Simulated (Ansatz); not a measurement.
The system is TiSi2.

```xyz
6
Lattice="0.0000 4.1175 4.2629 2.3895 0.0000 4.2629 2.3895 4.1175 0.0000" Properties=species:S:1:pos:R:3 pbc="T T T"
Ti    3.5843    6.1763    6.3943
Ti    2.3895    4.1175    4.2629
Si    1.1948    3.3975    2.1314
Si    1.1948    0.7200    2.1314
Si    2.3895    1.3387    4.2629
Si    2.3895    6.8963    4.2629
```

The cell is a database's computed one.

- Program: Ansatz 0.2.0
- Task: single point
- Functional: PBEsol
- Potentials or basis: all-electron LAPW, scalar-relativistic
- Cutoff: 238 eV (chosen from the basis error)
- Basis error allowed: 0.001 eV/atom
- k mesh: 7 × 7 × 7
- Occupations: fermi-dirac, width 0.05 eV
- Spin: no spin polarisation

On this cell: pressure -2.0 GPa; largest force 0.048 eV/Å; band gap on the k mesh none (metal or under the smearing width).

The same run follows on a disturbed copy (atoms moved at random, drawn with an rms of 0.05 Å):

```
Ti Si
1.0
     0.00000    4.11752    4.26290
     2.38951    0.00000    4.26290
     2.38951    4.11752    0.00000
Ti Si
2 4
Direct
  0.72981 0.76601 0.75452
  0.50981 0.49380 0.48812
  0.41190 0.08863 0.40122
  0.08792 0.41584 0.08906
  0.15524 0.85385 0.16462
  0.85264 0.14947 0.82758
```

Question: What does the disturbed cell give?

Answer: The energy (extrapolated to zero smearing) moves by +15.4 meV/atom; pressure -1.4 GPa; largest force 1.074 eV/Å; band gap on the k mesh none (metal or under the smearing width).

Forces in eV/Å, atoms in the order of the input:
```
Ti  -0.922  0.454  0.312
Ti   0.599 -0.104 -0.204
Si   0.185  0.177  0.111
Si   0.042 -0.321  0.291
Si  -0.270  0.062 -0.555
Si   0.366 -0.268  0.046
```

Stress tensor (GPa, compression positive):
```
-1.36 -0.52 -1.19
-0.52 -2.55  1.32
-1.19  1.32 -0.20
```
